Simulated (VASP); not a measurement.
A run of VASP 6.6.1 is set up as follows.

File INCAR:

```
ALGO     = Normal         # electronic algorithm
EDIFF    = 1E-6           # SCF threshold, eV
EDIFFG   = -0.005         # ionic threshold
ENCUT    = 600            # plane-wave cutoff, eV
GGA      = PE             # functional
IBRION   = 2              # ionic algorithm
ISIF     = 3              # what is computed and relaxed
ISMEAR   = -1             # smearing method
LASPH    = True           # aspherical terms in the spheres
LCHARG   = False          # write CHGCAR
LREAL    = False          # projectors in reciprocal space
LWAVE    = False          # write WAVECAR
NELM     = 60             # most SCF steps
NSW      = 80             # ionic steps
PREC     = Accurate       # precision mode
SIGMA    = 0.02           # smearing width, eV
```

File KPOINTS:

```
k-points
0
Gamma
  12 12 6
```

The input POSCAR:

```
AlN
1.0
    3.1130000000      0.0000000000      0.0000000000
   -1.5565000000      2.6959370820      0.0000000000
    0.0000000000      0.0000000000      4.9810000000
Al N
2 2
Direct
    0.3333333333      0.6666666667      0.0000000000
    0.6666666667      0.3333333333      0.5000000000
    0.3333333333      0.6666666667      0.3800000000
    0.6666666667      0.3333333333      0.8800000000
```

Potentials or basis: VASP PAW PBE potentials, release 64 (Al, N).

Launch:

```bash
$ cat potpaw_PBE.64/Al/POTCAR potpaw_PBE.64/N/POTCAR > POTCAR
$ mpirun -np 1 vasp_std > vasp.out
```

Question: Estimate the band gap on the k mesh.

Answer: 4.07 eV, direct.

Question: Estimate the space group after relaxing (to 0.05 Å).

Answer: P6_3mc (No. 186).

Question: What does it give for the relaxed volume?

Answer: 10.62 Å³/atom.

Question: What does it give for the relaxed cell?

Answer: a = 3.127 Å, b = 3.127 Å, c = 5.018 Å, α = 90.00°, β = 90.00°, γ = 120.00°.

Step by step:
| step | energy change (eV) | largest force (eV/Å) | pressure (GPa) | volume (Å³) |
| --- | --- | --- | --- | --- |
| 1 | 0.0000 | 0.1289 | 3.35 | 41.80 |
| 2 | -0.0017 | 0.0910 | -2.80 | 43.14 |
| 3 | -0.0083 | 0.0042 | 0.02 | 42.50 |

A k mesh can miss the band edges. Zero-point motion and thermal expansion aren't in these numbers.
